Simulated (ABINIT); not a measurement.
# SiC (Moissanite): G0W0 in ABINIT against the bands in the self-energy

Aim: move the bands in the self-energy of a G0W0 run on SiC (Moissanite) over a wide range.

Method: PBE and many-body steps on it, plane waves, in ABINIT 10.8.3.

## Step 1: Starting point

The structure is hexagonal, space group P6_3mc (No. 186). Conventional cell: a = 3.076 Å, b = 3.076 Å, c = 5.048 Å, α = 90.00°, β = 90.00°, γ = 120.00°. Si has 4 C at 1.87 to 1.94 Å nearest. Nearest to C lie 4 Si at 1.87 to 1.94 Å. Farther neighbours are not listed.

The cell and positions come from the Crystallography Open Database and are kept as given unless a step says otherwise.

## Step 2: Screening, 6×6×4 mesh, 273 bands, screening to 272.1 eV

This step: ABINIT 10.8.3; RPA screening on PBE, plane waves, norm-conserving pseudopotentials.

The RPA dielectric matrix is built and inverted for each q.

File run.abi:

```
acell 3*1.0 Angstrom
rprim 
  3.075999999976 0.000000000005 0.000000000000
  -1.537999999993 2.663894142018 0.000000000000
  0.000000000000 0.000000000000 5.048000000000
ntypat 2
znucl 14 6
natom 4
typat 1 1 2 2
xred 
  0.333333333333 0.666666666667 0.000000000000
  0.666666666667 0.333333333333 0.500000000000
  0.333333333333 0.666666666667 0.385000000000
  0.666666666667 0.333333333333 0.885000000000
pp_dirpath "pseudos"
pseudos "Si.upf, C.upf"
ecut 37
ngkpt 6 6 4
nshiftk 1
shiftk 0 0 0
kptopt 1
chksymbreak 0
istwfk *1
occopt 1
irdwfk 1
optdriver 3
nband 273
ecuteps 10
inclvkb 2
awtr 1
symchi 1
indata_prefix "in"
outdata_prefix "out"
tmpdata_prefix "tmp"
```

The run is started by

```bash
$ OMP_NUM_THREADS=1 mpirun -n 4 abinit run.abi > log
```

Output:

```text
.Version 10.8.3 of ABINIT. v10.8.2 released Aug 2026.

 Symmetries : space group P6_3 m c (#186); Bravais hP (primitive hexag.)
[... echo of the input left out ...]
== DATASET  1 ==================================================================
-   mpi_nproc: 4, omp_nthreads: 1 (-1 if OMP is not activated)

--- !DatasetInfo
iteration_state: {dtset: 1, }
dimensions: {natom: 4, nkpt: 21, mband: 273, nsppol: 1, nspinor: 1, nspden: 1, mpw: 3018, }
cutoff_energies: {ecut:  37.0, pawecutdg:  -1.0, }
electrons: {nelect:   1.60000000E+01, charge:   0.00000000E+00, occopt:   1.00000000E+00, tsmear:   1.00000000E-02, }

 SCREENING: Calculation of the susceptibility and dielectric matrices

 Based on a program developped by R.W. Godby, V. Olevano, G. Onida, and L. Reining.
 Incorporated in ABINIT by V. Olevano, G.-M. Rignanese, and M. Torrent.
.Using double precision arithmetic ; gwpc =  8

[... cell and pseudopotentials left out ...]
--------------------------------------------------------------------------------

 ==== K-mesh for the wavefunctions ====
 Number of points in the irreducible wedge :    21
[... list of points left out ...]
 Together with 12 symmetry operations and time-reversal symmetry
 yields   144 points in the full Brillouin Zone.

 ==== Q-mesh for the screening function ====
 Number of points in the irreducible wedge :    21
[... list of points left out ...]
 Together with 12 symmetry operations and time-reversal symmetry
 yields   144 points in the full Brillouin Zone.

 setmesh: FFT mesh size selected  =    24x   24x   40
          total number of points  =        23040

 vcoul_init : cutoff-mode = AUXILIARY_FUNCTION
 q-points for optical limit:   1
     1)      0.000010    0.000020    0.000030

- screening: taking advantage of time-reversal symmetry
- Maximum band index for partially occupied states nbvw = 8
- Remaining bands to be divided among processors   nbcw = 265
- Number of bands treated by each node ~66

 Number of electrons calculated from density =   16.0000; Expected =   16.0000
 average of density, n =  0.057319
 r_s =    1.6089
 omega_plasma =   23.0944 [eV]

 calculating chi0 at frequencies [eV] :
  1    0.000000E+00    0.000000E+00
  2    0.000000E+00    2.309436E+01

--------------------------------------------------------------------------------
  q-point number  1        q = ( 0.000000, 0.000000, 0.000000) [r.l.u.]
--------------------------------------------------------------------------------
[... chi0 elements left out ...]
 For q-point:  0.000010 0.000020 0.000030
  dielectric constant =   6.8436
  dielectric constant without local fields =   7.4947

  Average fulfillment of the sum rule on Im[epsilon] for q-point    1 :     95.12  [%]
[... wings left out ...]
  q-point number  2        q = ( 0.166667, 0.000000, 0.000000) [r.l.u.]
--------------------------------------------------------------------------------
[... chi0 elements left out ...]
  Average fulfillment of the sum rule on Im[epsilon] for q-point    2 :     96.82  [%]

 [... 19 further q-points ...]
```

Run time: 9.7 min. Hardware: 4 MPI ranks of Arm Neoverse V1, shared host; peak memory 3 GiB.

Numbers from this step:

```
ε∞ with local fields, on this mesh, along the program's q direction : 6.844
the same without local fields                                       : 7.495
plasma frequency                                                    : 23.09 eV
plane waves in the screening matrix                                 : 391
```

Local fields lower ε∞ by 9 %.

## Step 3: 16 bands

This step: G0W0 on PBE, plane waves, norm-conserving pseudopotentials.

Edit run.abi of step 2 so:

```diff
@@ -25,8 +25,19 @@
 irdwfk 1
-optdriver 3
-nband 273
+optdriver 4
+nband 16
+gwcalctyp 0
+ecutsigx 37
+symsigma 1
+nkptgw 3
+kptgw 
+  0.0000000000 0.0000000000 0.0000000000
+  0.3333333333 0.3333333333 0.0000000000
+  0.5000000000 0.0000000000 0.0000000000
+bdgw 
+  6 10
+  7 10
+  7 10
 ecuteps 10
-inclvkb 2
-awtr 1
-symchi 1
+irdscr 1
+ppmodel 1
 indata_prefix "in"
```

Output:

```text
.Version 10.8.3 of ABINIT. v10.8.2 released Aug 2026.

 Symmetries : space group P6_3 m c (#186); Bravais hP (primitive hexag.)
[... echo of the input left out ...]
== DATASET  1 ==================================================================
-   mpi_nproc: 4, omp_nthreads: 1 (-1 if OMP is not activated)

--- !DatasetInfo
iteration_state: {dtset: 1, }
dimensions: {natom: 4, nkpt: 21, mband: 16, nsppol: 1, nspinor: 1, nspden: 1, mpw: 3018, }
cutoff_energies: {ecut:  37.0, pawecutdg:  -1.0, }
electrons: {nelect:   1.60000000E+01, charge:   0.00000000E+00, occopt:   1.00000000E+00, tsmear:   1.00000000E-02, }

 SIGMA: Calculation of the GW corrections

 Based on a program developped by R.W. Godby, V. Olevano, G. Onida, and L. Reining.
 Incorporated in ABINIT by V. Olevano, G.-M. Rignanese, and M. Torrent.
.Using double precision arithmetic ; gwpc =  8

[... cell and pseudopotentials left out ...]
--------------------------------------------------------------------------------

 ==== K-mesh for the wavefunctions ====
 Number of points in the irreducible wedge :    21
[... list of points left out ...]
 Together with 12 symmetry operations and time-reversal symmetry
 yields   144 points in the full Brillouin Zone.

 ==== Q-mesh for screening function ====
 Number of points in the irreducible wedge :    21
[... list of points left out ...]
 Together with 12 symmetry operations and time-reversal symmetry
 yields   144 points in the full Brillouin Zone.

 vcoul_init : cutoff-mode = AUXILIARY_FUNCTION
 q-points for optical limit:   1
     1)      0.000010    0.000020    0.000030
 setmesh: FFT mesh size selected  =    27x   27x   54
          total number of points  =        39366

 Number of electrons calculated from density =   16.0000; Expected =   16.0000
 average of density, n =  0.057319
 r_s =    1.6089
 omega_plasma =   23.0944 [eV]

 === KS Band Gaps ===
  >>>> For spin  1
   Minimum direct gap =   4.0829 [eV], located at k-point      :   0.5000  0.0000  0.0000
   Fundamental gap    =   2.3294 [eV], Top of valence bands at :   0.0000  0.0000  0.0000
                                       Bottom of conduction at :   0.3333  0.3333  0.0000
 SIGMA fundamental parameters:
 PLASMON POLE MODEL  1
 number of plane-waves for SigmaX                 2997
 number of plane-waves for SigmaC and W            391
 number of plane-waves for wavefunctions          2997
 number of bands                                    16
 number of independent spin polarizations            1
 number of spinorial components                      1
 number of k-points in IBZ                          21
 number of q-points in IBZ                          21
 number of symmetry operations                      12
 number of k-points in BZ                          144
 number of q-points in BZ                          144
 number of frequencies for dSigma/dE                 9
 frequency step for dSigma/dE [eV]                0.25
 number of omega for Sigma on real axis              0
 max omega for Sigma on real axis  [eV]           0.00
 zcut for avoiding poles [eV]                     0.10

 EPSILON^-1 parameters (SCR file):
 dimension of the eps^-1 matrix on file            391
 dimension of the eps^-1 matrix used               391
 number of plane-waves for wavefunctions          2997
 number of bands                                   273
 number of q-points in IBZ                          21
 number of frequencies                               2
 number of real frequencies                          1
 number of imag frequencies                          1

 matrix elements of self-energy operator (all in [eV])

 Perturbative Calculation

--- !SelfEnergy_ee
iteration_state: {dtset: 1, }
kpoint     : [   0.000,    0.000,    0.000, ]
spin       : 1
KS_gap     :    4.620
QP_gap     :    5.512
Delta_QP_KS:    0.892
data: !SigmaeeData |
     Band     E0 <VxcDFT>   SigX SigC(E0)      Z dSigC/dE  Sig(E)    E-E0       E
        6   6.864 -15.055 -17.694   3.931   0.813  -0.231 -14.005   1.050   7.913
        7   6.864 -15.055 -17.694   3.931   0.813  -0.231 -14.005   1.050   7.913
        8   7.139 -14.882 -17.276   3.760   0.815  -0.227 -13.769   1.113   8.252
        9  11.758 -12.188  -7.007  -2.772   0.832  -0.201 -10.183   2.006  13.764
       10  13.157 -12.746  -7.214  -3.115   0.821  -0.219 -10.763   1.983  15.140

--- !SelfEnergy_ee
iteration_state: {dtset: 1, }
kpoint     : [   0.333,    0.333,    0.000, ]
spin       : 1
KS_gap     :    6.371
QP_gap     :    7.561
Delta_QP_KS:    1.190
data: !SigmaeeData |
     Band     E0 <VxcDFT>   SigX SigC(E0)      Z dSigC/dE  Sig(E)    E-E0       E
        7   3.097 -12.979 -16.874   4.262   0.796  -0.257 -12.687   0.292   3.389
[...]
--- !SelfEnergy_ee
iteration_state: {dtset: 1, }
kpoint     : [   0.500,    0.000,    0.000, ]
spin       : 1
KS_gap     :    4.083
QP_gap     :    4.969
Delta_QP_KS:    0.886
data: !SigmaeeData |
     Band     E0 <VxcDFT>   SigX SigC(E0)      Z dSigC/dE  Sig(E)    E-E0       E
[...]
8   5.651 -14.535 -17.688   4.089   0.807  -0.239 -13.780   0.755   6.406
        9   9.734 -10.592  -6.058  -2.589   0.843  -0.186  -8.952   1.641  11.374
       10  11.338 -11.767  -6.941  -2.507   0.833  -0.200  -9.834   1.934  13.271

== END DATASET(S) ==============================================================
================================================================================

 -outvars: echo values of variables after computation  --------
           etotal      0.0000000000E+00
            nband          16
             nkpt          21
          spgroup         186
 [... the other variables as echoed above ...]

 Calculation completed.
```

It took 14 s on 4 MPI ranks; peak memory 1.3 GiB.

This step gave:

- G0W0 gap on the points computed: 2.698 eV
- starting gap on the mesh: 2.329 eV
- k of the valence top: 0, 0, 0
- k of the conduction bottom: 0.3333, 0.3333, 0
- Z at the valence top: 0.815
- Z at the conduction bottom: 0.846
- least direct G0W0 gap on the computed points: 4.968 eV

## Step 4: 31 bands

Edit run.abi of step 3 so:

```diff
@@ -26,3 +26,3 @@
 optdriver 4
-nband 16
+nband 31
 gwcalctyp 0
```

Output:

```text
.Version 10.8.3 of ABINIT. v10.8.2 released Aug 2026.

 Symmetries : space group P6_3 m c (#186); Bravais hP (primitive hexag.)
[... echo of the input left out ...]
== DATASET  1 ==================================================================
-   mpi_nproc: 4, omp_nthreads: 1 (-1 if OMP is not activated)

--- !DatasetInfo
iteration_state: {dtset: 1, }
dimensions: {natom: 4, nkpt: 21, mband: 31, nsppol: 1, nspinor: 1, nspden: 1, mpw: 3018, }
cutoff_energies: {ecut:  37.0, pawecutdg:  -1.0, }
electrons: {nelect:   1.60000000E+01, charge:   0.00000000E+00, occopt:   1.00000000E+00, tsmear:   1.00000000E-02, }

 SIGMA: Calculation of the GW corrections

 Based on a program developped by R.W. Godby, V. Olevano, G. Onida, and L. Reining.
 Incorporated in ABINIT by V. Olevano, G.-M. Rignanese, and M. Torrent.
.Using double precision arithmetic ; gwpc =  8

[... cell and pseudopotentials left out ...]
--------------------------------------------------------------------------------

 ==== K-mesh for the wavefunctions ====
 Number of points in the irreducible wedge :    21
[... list of points left out ...]
 Together with 12 symmetry operations and time-reversal symmetry
 yields   144 points in the full Brillouin Zone.

 ==== Q-mesh for screening function ====
 Number of points in the irreducible wedge :    21
[... list of points left out ...]
 Together with 12 symmetry operations and time-reversal symmetry
 yields   144 points in the full Brillouin Zone.

 vcoul_init : cutoff-mode = AUXILIARY_FUNCTION
 q-points for optical limit:   1
     1)      0.000010    0.000020    0.000030
 setmesh: FFT mesh size selected  =    27x   27x   54
          total number of points  =        39366

 Number of electrons calculated from density =   16.0000; Expected =   16.0000
[...]
number of plane-waves for wavefunctions          2997
 number of bands                                   273
 number of q-points in IBZ                          21
 number of frequencies                               2
 number of real frequencies                          1
 number of imag frequencies                          1

 matrix elements of self-energy operator (all in [eV])

 Perturbative Calculation

--- !SelfEnergy_ee
iteration_state: {dtset: 1, }
kpoint     : [   0.000,    0.000,    0.000, ]
spin       : 1
KS_gap     :    4.620
QP_gap     :    5.347
Delta_QP_KS:    0.727
data: !SigmaeeData |
     Band     E0 <VxcDFT>   SigX SigC(E0)      Z dSigC/dE  Sig(E)    E-E0       E
        6   6.864 -15.055 -17.694   2.978   0.799  -0.251 -14.784   0.271   7.135
        7   6.864 -15.055 -17.694   2.978   0.799  -0.251 -14.784   0.271   7.135
        8   7.139 -14.882 -17.276   2.755   0.801  -0.249 -14.593   0.289   7.427
[...]
--- !SelfEnergy_ee
iteration_state: {dtset: 1, }
kpoint     : [   0.333,    0.333,    0.000, ]
spin       : 1
KS_gap     :    6.371
QP_gap     :    7.384
Delta_QP_KS:    1.013
data: !SigmaeeData |
     Band     E0 <VxcDFT>   SigX SigC(E0)      Z dSigC/dE  Sig(E)    E-E0       E
[...]
--- !SelfEnergy_ee
iteration_state: {dtset: 1, }
kpoint     : [   0.500,    0.000,    0.000, ]
spin       : 1
KS_gap     :    4.083
QP_gap     :    4.845
Delta_QP_KS:    0.762
data: !SigmaeeData |
     Band     E0 <VxcDFT>   SigX SigC(E0)      Z dSigC/dE  Sig(E)    E-E0       E
[...]
9   9.734 -10.592  -6.058  -3.569   0.827  -0.209  -9.794   0.799  10.532
       10  11.338 -11.767  -6.941  -3.510   0.816  -0.225 -10.693   1.075  12.413

== END DATASET(S) ==============================================================
================================================================================

 -outvars: echo values of variables after computation  --------
           etotal      0.0000000000E+00
            nband          31
             nkpt          21
          spgroup         186
 [... the other variables as echoed above ...]

 Calculation completed.
```

Wall time 25 s (4 MPI ranks); peak memory 1.4 GiB; 1.7 min of CPU time.

Numbers from this step:

| Item | Value |
| --- | --- |
| G0W0 gap on the points computed | 2.746 eV |
| starting gap on the mesh | 2.329 eV |
| k of the valence top | 0, 0, 0 |
| k of the conduction bottom | 0.3333, 0.3333, 0 |
| Z at the valence top | 0.801 |
| Z at the conduction bottom | 0.831 |
| least direct G0W0 gap on the computed points | 4.845 eV |

(Part 1 of 2 ends here.)

[Paths, hosts, dates, memory and timing lines, banners, echoed tables and standing remarks are left out of the program output.]

[Logs are printed without paths, hosts, clocks, repeated set-up lines and the standing remarks that a program may print on its own settings, such as how far it seeks lower states.]

[Runs of the session that timed out or met a known fault of the program may be left out.]

[Hosts, paths, dates, database ids (printed as entryN), source tags and the programs' standing remarks are cut or masked in the printed files.]

[G0W0 gaps are taken among the corrected bands and points alone; a level outside them can change the order at an edge.]

[Where Ansatz stands beside ABINIT at settings called matched, ABINIT's density can come from a denser mesh and the files from another edition; pairs whose starting gaps differed by over 0.03 eV were left out, so agreement reads better than it is.]
